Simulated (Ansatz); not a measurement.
# KBr: how the settings move a single-point run

Question: which choices in the input matter for KBr?

Computed with Ansatz 0.2.0 (reference: DFT, HSE06, plane waves, PAW, unless a step's input says otherwise).

3 further runs of the same task are left out: 3 that didn't finish.

### Step 1. The starting structure

Symmetry: Fm-3m, No. 225, cubic system. The conventional cell has a = 6.605 Å, b = 6.605 Å, c = 6.605 Å, α = 90.00°, β = 90.00°, γ = 90.00°. K (site symmetry m-3m) has 6 Br at 3.30 Å as nearest neighbours. Br (site symmetry m-3m) is surrounded by 6 K at 3.30 Å.

Coordinates:

```cif
data_structure
_symmetry_space_group_name_H-M 'Fm-3m'
_symmetry_Int_Tables_number 225
_cell_length_a 6.6049
_cell_length_b 6.6049
_cell_length_c 6.6049
_cell_angle_alpha 90.000
_cell_angle_beta 90.000
_cell_angle_gamma 90.000
_cell_volume 288.13
loop_
_atom_site_label
_atom_site_type_symbol
_atom_site_symmetry_multiplicity
_atom_site_Wyckoff_symbol
_atom_site_fract_x
_atom_site_fract_y
_atom_site_fract_z
_atom_site_occupancy
K1 K 4 a 0.00000 0.00000 0.00000 1
Br1 Br 4 b 0.50000 0.00000 0.00000 1
```

### Step 2. Reference

The input, input.yaml:

```yaml
crystal:
  lattice:
    - [0.0, 3.3024386828, 3.3024386828]
    - [3.3024386828, 0.0, 3.3024386828]
    - [3.3024386828, 3.3024386828, 0.0]
  atoms:
    - { symbol: K, position: [0.0, 0.0, 0.0] }
    - { symbol: Br, position: [0.5, 0.5, 0.5] }
kpoints:
  mp_grid: { grid: [4, 4, 4] }
hamiltonian:
  xc: hse06
scf:
  occupations: { method: fixed }
  n_extra_bands: 4
output:
  forces: true
  stress: true
  eigenvalues: true
```

On the command line:

```bash
$ ansatz run input.yaml --threads 4 --pin off --max-ram 3686MiB --backend cpu --events-out ev --progress --plain --runs-dir out
```

### Step 3. Variant: xc pbesol

input.yaml, as its differences from that of step 2:

```diff
@@ -11,3 +11,3 @@
 hamiltonian:
-  xc: hse06
+  xc: pbesol
 scf:
```

### Step 4. Variant: symmetry.detect false

input.yaml, as its differences from that of step 2:

```diff
@@ -8,2 +8,3 @@
     - { symbol: Br, position: [0.5, 0.5, 0.5] }
+  symmetry: { detect: false }
 kpoints:
```

**Question.** What will these runs give? Wanted: for each run, ending; energy change; pressure; gap; force.

As calculated:

```
                     run     ending   energy change  pressure (GPa)  gap (eV)  force (eV/Å)  cycles    time
               reference  converged               0             0.4      5.60          0.00      10   8.3 s
            1: xc pbesol  converged  not comparable            -0.4      4.28          0.00       6  0.66 s
2: symmetry.detect false  converged    0.0 meV/atom             0.4      5.60          0.00      12    94 s
```

Residual by cycle in the longest SCF loop of each run; runs are numbered as in the table. The quantity is the density residual dr2, in eV.

```
cycle  reference   run 1    run 2
    1    0.00484  0.0027  0.00478
    2     7.3e-4  2.6e-4   7.5e-4
    3     1.5e-4  1.2e-5   1.7e-4
    4     2.0e-6  3.8e-6   2.1e-6
    5     6.7e-7  6.8e-8   8.2e-7
    6          -  7.2e-9   3.5e-8
```

«symmetry.detect false» leaves the energy as it was. The pressure spans -0.4 GPa over the reference and the converged variants. The gap spans 4.28 to 5.60 eV over the reference and the converged variants. Of the variants the dearest is «symmetry.detect false» (94 s), the cheapest «xc pbesol» (0.66 s), on a shared host.
